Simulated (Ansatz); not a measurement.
# AgCl: response to strain

AgCl is deformed so: zz strain of -2 %. What stress and forces result, by LAPW, PAW and all-electron datasets made for the crystal?

Method: DFT PBE, scalar-relativistic, in Ansatz 0.2.0.

## Step 1: The structure to begin with

It takes space group Pm-3m (No. 221, cubic). The conventional cell has a = 3.434 Å, b = 3.434 Å, c = 3.434 Å, α = 90.00°, β = 90.00°, γ = 90.00°. Around Ag (site symmetry m-3m) lie 8 Cl at 2.97 Å. Around Cl (site symmetry m-3m) lie 8 Ag at 2.97 Å.

As a file:

```cif
data_structure
_symmetry_space_group_name_H-M 'P 1'
_symmetry_Int_Tables_number 1
_cell_length_a 3.4340
_cell_length_b 3.4340
_cell_length_c 3.4340
_cell_angle_alpha 90.000
_cell_angle_beta 90.000
_cell_angle_gamma 90.000
_cell_volume 40.49
loop_
_atom_site_label
_atom_site_type_symbol
_atom_site_fract_x
_atom_site_fract_y
_atom_site_fract_z
_atom_site_occupancy
Ag1 Ag 0.00000 0.00000 0.00000 1
Cl1 Cl 0.50000 0.50000 0.50000 1
```

Atoms are numbered in the order of the input: Ag1, Cl2.

## Step 2: The deformed structure

Space group Pm-3m before, P4/mmm after.

## Step 3: All-electron LAPW

Input file input.yaml:

```yaml
crystal:
  lattice:
    - [3.433973, 0.0, 0.0]
    - [0.0, 3.433973, 0.0]
    - [0.0, 0.0, 3.36529354]
  atoms:
    - { symbol: Ag, position: [0.0, 0.0, 0.0] }
    - { symbol: Cl, position: [0.5, 0.5, 0.5] }
kpoints:
  mp_grid: { grid: [9, 9, 9] }
  band_path:
    path:
      - [0.0, 0.0, 0.0]
      - [0.0, 0.5, 0.0]
      - [0.5, 0.5, 0.0]
      - [0.0, 0.0, 0.0]
      - [0.0, 0.0, 0.5]
      - [0.0, 0.5, 0.5]
      - [0.5, 0.5, 0.5]
      - [0.0, 0.0, 0.5]
      - [0.0, 0.5, 0.0]
    npoints: 5
scf:
  occupations: { method: fermi_dirac, width: 0.01 }
hamiltonian:
  xc: pbe
  pseudopotentials: { kind: all_electron, lapw: { basis_error: 0.001 } }
output:
  forces: true
  stress: true
  eigenvalues: true
```

Command:

```console
$ ansatz run input.yaml --threads 1 --pin off --max-ram 3072MiB --backend cpu --events-out ev --progress --plain --runs-dir out
```

## Step 4: Frozen-core PAW

Input file input.yaml:

```yaml
crystal:
  lattice:
    - [3.433973, 0.0, 0.0]
    - [0.0, 3.433973, 0.0]
    - [0.0, 0.0, 3.36529354]
  atoms:
    - { symbol: Ag, position: [0.0, 0.0, 0.0] }
    - { symbol: Cl, position: [0.5, 0.5, 0.5] }
kpoints:
  mp_grid: { grid: [9, 9, 9] }
scf:
  occupations: { method: fermi_dirac, width: 0.01 }
hamiltonian:
  xc: pbe
  pseudopotentials: { kind: paw }
output:
  forces: true
  stress: true
  eigenvalues: true
  efg: { contact_densities: true }
  write_density: true
  write_potential: true
  elf: true
  volumetric_format: npy
```

## Step 5: Datasets made for this crystal

Changes to input.yaml since step 4:

```diff
@@ -14,3 +14,3 @@
   xc: pbe
-  pseudopotentials: { kind: paw }
+  pseudopotentials: { kind: all_electron, datasets: crystal }
 output:
@@ -20,5 +20 @@
   efg: { contact_densities: true }
-  write_density: true
-  write_potential: true
-  elf: true
-  volumetric_format: npy
```

(Steps that only read results are left out.)

Before running it: what results should come out? Wanted: pressure; largest shear or deviatoric stress.

The runs gave:

| quantity | value |
| --- | --- |
| pressure | LAPW 0.88, PAW 0.87, crystal datasets 0.88 GPa |
| largest shear or deviatoric stress (LAPW) | 0.68 GPa |

The largest part of the stress beyond the pressure is 0.68 GPa in size, in the zz component; the atoms are carried along and not relaxed. No run of the undeformed cell stands beside it, so the pressure holds what the given cell had before the change. PAW: stress within 0.01 GPa of LAPW. Crystal datasets: stress within 0.01 GPa of LAPW.
